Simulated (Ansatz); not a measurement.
Relaxed (001) slab cut from ZnO (space group P6_3mc (No. 186)); the slab's formula is ZnO, its outer planes Zn (top) and O (bottom):

```
CELL_PARAMETERS angstrom
3.23006 0.00000 0.00000
-1.61503 2.79731 0.00000
0.00000 0.00000 28.66663
ATOMIC_POSITIONS crystal
O 0.33333 0.66667 0.27859
Zn 0.66667 0.33333 0.28585
O 0.66667 0.33333 0.36324
Zn 0.33333 0.66667 0.37364
O 0.33333 0.66667 0.45051
Zn 0.66667 0.33333 0.46138
O 0.66667 0.33333 0.53838
Zn 0.33333 0.66667 0.54890
O 0.33333 0.66667 0.62654
Zn 0.66667 0.33333 0.63671
O 0.66667 0.33333 0.71649
Zn 0.33333 0.66667 0.71978
```

All numbers below come from DFT PBEsol, scalar-relativistic, plane waves, PAW (Ansatz 0.2.0). Settings: cutoff 420 eV, Γ-centred mesh 9×9×1 on the computed 12-atom cell, Gaussian smearing of 0.05 eV; no spin polarisation. A dipole correction removes the field between periodic images along c.

The potential is the smooth part; its values at the atoms depend on the PAW datasets.

Problem. How does the plane-averaged electrostatic potential energy of an electron run along c, counted from the Fermi level?

Solution.
```tsv
z (Å)	V (eV)
3.28	6.23
3.58	6.23
3.88	6.23
4.18	6.23
4.48	6.23
4.78	6.23
5.08	6.23
5.37	6.23
5.67	6.22
5.97	6.19
6.27	6.11
6.57	5.92
6.87	5.39
7.17	4.01
7.47	-1.54
7.76	-9.38
8.06	-13.22
8.36	-10.56
8.66	-4.05
8.96	0.85
9.26	3.40
9.56	3.39
9.85	-0.07
10.15	-7.71
10.45	-12.70
10.75	-11.74
11.05	-6.34
11.35	-1.53
11.65	2.11
11.94	2.86
12.24	1.45
12.54	-5.40
12.84	-12.00
13.14	-13.47
13.44	-9.51
13.74	-4.12
14.03	0.10
14.33	2.02
14.63	1.70
14.93	-2.93
15.23	-10.47
15.53	-14.47
15.83	-12.51
16.12	-6.83
16.42	-2.30
16.72	0.87
17.02	1.26
17.32	-0.73
17.62	-8.05
17.92	-14.23
18.22	-14.88
18.51	-10.32
18.81	-5.02
19.11	-1.03
19.41	0.21
19.71	-0.73
20.01	-6.47
20.31	-13.74
20.60	-16.56
20.90	-12.89
21.20	-5.70
21.50	-0.78
21.80	1.13
22.10	1.85
22.40	2.17
22.69	2.33
22.99	2.41
23.29	2.45
23.59	2.47
23.89	2.48
24.19	2.49
24.49	2.49
24.78	2.50
25.08	2.50
25.38	2.50
```

The vacuum level lies 2.50 eV (top face) and 6.23 eV (bottom face) above the Fermi level.

Spin polarisation was left out, and a magnetic state may lie lower.